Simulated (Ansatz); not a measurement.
## Habitual settings against a tight run: Ti3SiC2 (P6_3/mmc, 12 atoms in the cell)

Self-consistent single point.

```
Ti3SiC2
1.0
    3.11986     0.00000     0.00000
   -1.55993     2.70188     0.00000
    0.00000     0.00000    17.98304
Ti Si C
6 2 4
Direct
  0.66667   0.33333   0.36492
  0.33333   0.66667   0.63508
  0.33333   0.66667   0.86492
  0.66667   0.33333   0.13508
  0.00000   0.00000   0.50000
  0.00000   0.00000   0.00000
  0.00000   0.00000   0.75000
  0.00000   0.00000   0.25000
  0.33333   0.66667   0.42751
  0.66667   0.33333   0.57249
  0.66667   0.33333   0.92751
  0.33333   0.66667   0.07249
```

Method of the run: PBE, PAW files (plane waves; Ansatz, an electronic-structure program).

Base settings: basis.ecutwfc = 30.9 Ry; kpoints.mp_grid.grid = 13 13 2; hamiltonian.xc = pbe; hamiltonian.pseudopotentials = {kind: paw} (the program's default PAW files); scf.occupations.method = gaussian; scf.occupations.width = 0.0037 Ry.

Tight run (finer mesh or higher cutoff; not a proven limit): basis.ecutwfc: 30.9 Ry → 43.4 Ry; kpoints.mp_grid.grid: 13 13 2 → 18 18 3; scf.convergence.dr2_threshold: default (1e-07 eV) → 1e-09 eV. It gave Fermi level (on the code's own zero) 12.87 eV; pressure -8.37 GPa; largest force (vector length) 0.383 eV/Å.

Quick runs, as changes from the base:
- A: the base itself
- B: basis.ecutwfc: 30.9 Ry → 21.7 Ry; kpoints.mp_grid.grid: 13 13 2 → 8 8 8; hamiltonian.xc: pbe → lda; scf.convergence.dr2_threshold: default (1e-07 eV) → 0.0001 eV [LDA (PW92)]
- C: basis.ecutwfc: 30.9 Ry → 18.4 Ry; kpoints.mp_grid.grid: 13 13 2 → 6 6 6
- D: basis.ecutwfc: 30.9 Ry → 15.4 Ry; kpoints.mp_grid.grid: 13 13 2 → 2 2 2

Energies are extrapolated to zero smearing width, which holds to low order in the width alone.

Dashes: energy of B, another energy zero.

† marks runs with another functional, U, potentials or spin treatment: their distance from the tight run is not a convergence error alone.

The count of work is k-points × plane waves × bands × iterations; it is no time. 

Pressures in the table are Ansatz's without its Pulay estimate, at a fixed set of plane waves; the tight run's value above holds the estimate.

The starting cell comes from a database of computed structures (which also holds hypothetical and non-ambient phases and stackings), without a prior relaxation at this level. Its lattice was rescaled by a random factor within 2.5 % of one. Spin polarisation is off. In the base run, with a pressure of about -8 GPa the cell is away from its equilibrium volume at this level.

```csv
run,energy less tight (meV/atom),pressure less tight (GPa),largest miss in a force vector (eV/Å),count of work / tight
A,3.2,-0.04,0.001,0.28
B†,–,-16.79,0.190,0.16
C,411.9,-30.72,0.134,0.084
D,1330.9,-83.71,2.811,0.011
```

Among the runs at the tight run's level, the energy misses run from 3.2 to 1330.9 meV/atom.

Left out of this page: 2 runs of the series unsound by tests on forces, stress, charge or solver warnings.

Keys are those of Ansatz 0.2.
